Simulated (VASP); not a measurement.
Wanted: the native input for a VASP 6.6.1 run.

```
Task                   : single point
Functional             : PBEsol
Potentials or basis    : VASP PAW PBE potentials, release 64 (W_sv, Si)
Cutoff                 : 350 eV
k mesh                 : 2 × 3 × 3
Occupations            : gaussian, width 0.03 eV
Spin                   : collinear spin, ferromagnetic start
Starting moments       : [0.01, 0.0, 0.0, 0.0, 0.0, 0.0, 0.0, 0.0, 0.0, 0.0, 0.0, 0.0, 0.0, 0.0, 0.0, 0.0, 0.0, 0.0, 0.0, 0.0, 0.0, 0.0, 0.0, 0.0] μB
Hubbard terms          : W d U = 2 eV
Dq                     : 0
Further INCAR settings : LREAL = Auto; ALGO = Normal; EDIFF = 1e-05; NBANDS = 75; ISYM = 0
```

The structure of Si23W (a cell with a defect) lies in POSCAR:

```
Si23W                                   
1.0
    0.0000000000      8.1555000000      8.1555000000
    5.4370000000      0.0000000000      5.4370000000
    5.4370000000      5.4370000000      0.0000000000
  W               Si            
     1    23
Direct
     0.9948174162062781    0.0007493755180553    0.0016071778648563
     0.9991296078088486    0.9978205752653285    0.5020510261892118
     0.9985592343050458    0.5015678871703616    0.9983110785974573
     0.9981337572704694    0.5012896499868432    0.5025573813308984
     0.3340272782565064    0.0018410954895630    0.9990538603654371
     0.3382059486409186    0.9988503729631398    0.4953947190361815
     0.3376015367942089    0.4980406016992482    0.9967877269312259
     0.3319692704957028    0.5011870612403608    0.4995366633567961
     0.6691610332752440    0.9983276627241744    0.9962484446453295
     0.6647721994984527    0.9992916638954570    0.5048480478266456
     0.6634437951010573    0.5073696799541446    0.9982115634269417
     0.6662380847459690    0.5003778308752120    0.4987118852468063
     0.0856645285215685    0.1251057265302743    0.1254017607729103
     0.0889569121038224    0.1241061131869970    0.6177605755166350
     0.0883359385722695    0.6165700669255112    0.1253694564725786
     0.0827559626433121    0.6248723454945482    0.6253405527690986
     0.4203340292534485    0.1238201106165673    0.1212304935033938
     0.4151989684168425    0.1269280976356660    0.6257410347666642
     0.4140160300572604    0.6288160491685303    0.1252967371685129
     0.4167870664990793    0.6249711867008259    0.6227806552297797
     0.7384246778406827    0.1333809749550203    0.1307873795698679
     0.7505110466688478    0.1263388360472167    0.6230418505286336
     0.7499430953174062    0.6249495820935863    0.1248023356022280
     0.7487265817067588    0.6251664538633807    0.6242285932819177
```

The input as run:

INCAR

```
PREC = Accurate ; ENCUT = 350
EDIFF = 1E-5 ; ISMEAR = 0
SIGMA = 0.03 ; LREAL = Auto
LASPH = True ; NELM = 120
ALGO = Normal ; ISIF = 2
LWAVE = False ; LCHARG = False
ISPIN = 2 ; MAGMOM = 0.01 0 0 0 0 0 0 0 0 0 0 0 0 0 0 0 0 0 0 0 0 0 0 0
LORBIT = 11 ; LMAXMIX = 4
LDAU = True ; LDAUTYPE = 2
LDAUL = 2 -1 ; LDAUU = 2 0
LDAUJ = 0 0 ; LDAUPRINT = 1
GGA = PS ; NBANDS = 75
ISYM = 0
```

KPOINTS

```
Automatic mesh
0
Gamma
  2 3 3
```

Potentials or basis: VASP PAW PBE potentials, release 64 (W_sv, Si).

The run is started by

```sh
$ cat potpaw_PBE.64/W_sv/POTCAR potpaw_PBE.64/Si/POTCAR > POTCAR
$ mpirun -np 1 vasp_std > vasp.out
```

It gave:

```yaml
Pressure: 0.7 GPa
Largest_force: 0.032 eV/Å
Band_gap_on_the_k_mesh: none (metal or under the smearing width)
Net_moment: 0.00 μB per cell
Valence_electrons_inside_the_program's_atomic_spheres: W 12.06; Si 1.68, 1.70, 1.69, 1.72, 1.73
```

Caveat: the PAW data sets were made with another functional, which shifts forces and pressure a little; the U is typed as a test and isn't derived for this compound.

Wall time 24 min on 1 thread of AMD EPYC 7R13 Processor (Zen 3), on a shared host, peak memory 0.61 GiB.
